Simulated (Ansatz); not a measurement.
Mg$_{2}$Si (Fm-3m): lattice vibrations

```
Mg Si
1.0
     0.00000    3.16314    3.16314
     3.16314    0.00000    3.16314
     3.16314    3.16314    0.00000
Mg Si
2 1
Direct
  0.25000 0.25000 0.25000
  0.75000 0.75000 0.75000
  0.00000 0.00000 0.00000
```

Computed, not measured; unless marked otherwise by PBEsol, all-electron LAPW in Ansatz 0.2.0, scalar-relativistic. k mesh 10×10×10, Fermi-Dirac smearing of 0.100 eV, basis error target 0.5 meV/atom. The cell was relaxed by PAW under this functional.

Atoms are displaced by 0.01 Å in the smallest supercells that hold the wave vectors of a 2×2×2 mesh. Negative values stand for unstable modes.

Problem. What are the phonon energies at the solved wave vectors, in meV?

Solution. 

```json
{"q": "0.000 0.000 0.000", "point": "Gamma", "modes (meV)": "31.93 (×3), 34.76 (×3)"}
{"q": "0.500 0.000 0.000", "point": "L", "modes (meV)": "14.43 (×2), 25.24, 27.73 (×2), 34.63, 35.52 (×2), 35.77"}
{"q": "0.500 0.500 0.000", "point": "X", "modes (meV)": "19.21, 19.86 (×2), 21.16 (×2), 34.03, 37.39 (×2), 40.67"}
```

Problem. Is the structure dynamically stable at these wave vectors?

Solution. Yes, no mode is unstable there; wave vectors off this mesh aren't tested.

Problem. How do the optical zone-centre modes decompose, and which are active?

Solution. Point group m-3m: Γ_opt = T2g + T1u.

```csv
label,meV,activity,mostly
T2g,31.93,Raman,Mg (100 %)
T1u,34.76,IR,Si (63 %)
```

In a metal the activity is that of symmetry alone; free carriers screen the infrared modes.

Problem. How well do frozen-core PAW files reproduce these all-electron values?

Solution. With a cutoff of 420 eV and displacements of 0.0025 Å, the r.m.s. difference over the modes is 0.2 cm⁻¹; the largest difference is 288.8 (PAW) against 288.5 cm⁻¹ (LAPW).

Problem. The cell is scaled evenly to 62.031 and 64.563 Å³ (from 63.297), with free atoms relaxed and the shape held. What are the mode Grüneisen parameters γ = −d ln ω/d ln V?

Solution. For the highest mode, 334.5 cm⁻¹ in the small cell and 321.8 in the large one give γ ≈ 0.97. From the change of the dynamical matrix on each mode:

```tsv
point	cm⁻¹	γ
Gamma	257.5	1.34
Gamma	280.4	1.82
L	116.4	0.49
L	203.6	1.22
L	223.7	1.43
L	279.3	0.99
L	286.5	1.90
L	288.5	1.53
X	154.9	1.84
X	160.2	1.81
X	170.7	0.58
X	274.4	1.29
X	301.6	1.93
X	328.0	0.97
```

Weighted by the modes' heat capacities at 300 K, the mean on this mesh is 1.34; it moves with the q mesh, and a coarse one overweights the zone boundary.

Limits of these numbers: the gap is closed or tiny at this level, so small that the run used smearing; responses move with mesh and smearing; the frozen-core PAW files of the compared runs were fitted under PBE, their cores solved anew for this functional; responses of metals move with mesh and smearing.
